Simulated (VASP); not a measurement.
# TiPt₃, self-consistent run: which settings are enough?

TiPt₃, Pm-3m (no. 221), 4 atoms in the cell. PBEsol, spin-orbit coupling; PAW potentials Pt, Ti_sv (PBE set). VASP 6.6.1.

Wanted: energy within 0.2 meV/atom; Fermi level within 0.005 eV.

What the run is for: comparing ways to start; Accuracy asked: tight.

POSCAR:
```
TiPt3
1.0
    3.8970000000      0.0000000000      0.0000000000
    0.0000000000      3.8970000000      0.0000000000
    0.0000000000      0.0000000000      3.8970000000
Pt Ti
3 1
Direct
    0.5000000000      0.5000000000      0.0000000000
    0.5000000000      0.0000000000      0.5000000000
    0.0000000000      0.5000000000      0.5000000000
    0.0000000000      0.0000000000      0.0000000000
```

## How the run starts (with a second run first, the time holds both)

| How the run starts (with a second run first, the time holds both) | Energy less reference (meV/atom) | Fermi level (eV) | Time (s) |
|---|---|---|---|
| from scratch: 16 SCF iterations | 0.00 | 11.7613 | 104 |
| density without spin-orbit coupling (CHGCAR): 16 + 11 SCF iterations | 0.00 | 11.7611 | 97 |

Chosen: from scratch: 16 SCF iterations; no other choice that stays within half of the tolerance saves 30 % of the time.

The chosen settings are those of the reference run.

## The input

INCAR:
```
ALGO = Normal
EDIFF = 1E-6
ENCUT = 400
GGA = PS
GGA_COMPAT = F
ISIF = 2
ISMEAR = 1
LASPH = T
LCHARG = F
LMAXMIX = 4
LORBIT = 11
LREAL = F
LSORBIT = T
LWAVE = F
MAGMOM = 0 0 0 0 0 0 0 0 0 0 0 0
NELM = 200
PREC = Accurate
SIGMA = 0.1
```

KPOINTS:
```
k-points
0
Gamma
  9 9 9
```

Commands:
```
cat potpaw_PBE.64/Pt/POTCAR potpaw_PBE.64/Ti_sv/POTCAR > POTCAR
mpirun -np 1 vasp_ncl > vasp.out
```

The chosen input took VASP 6.6.1 104 s on 1 core (Intel Xeon 6975P-C (Granite Rapids)), a shared host.

## An input that fails: restart asked without its files

VASP's message: ERROR: charge density could not be read from file CHGCAR for ICHARG>10.

Changes against the starting input:
```
- NELM = 200
+ NELM = 60
+ ICHARG = 11
```
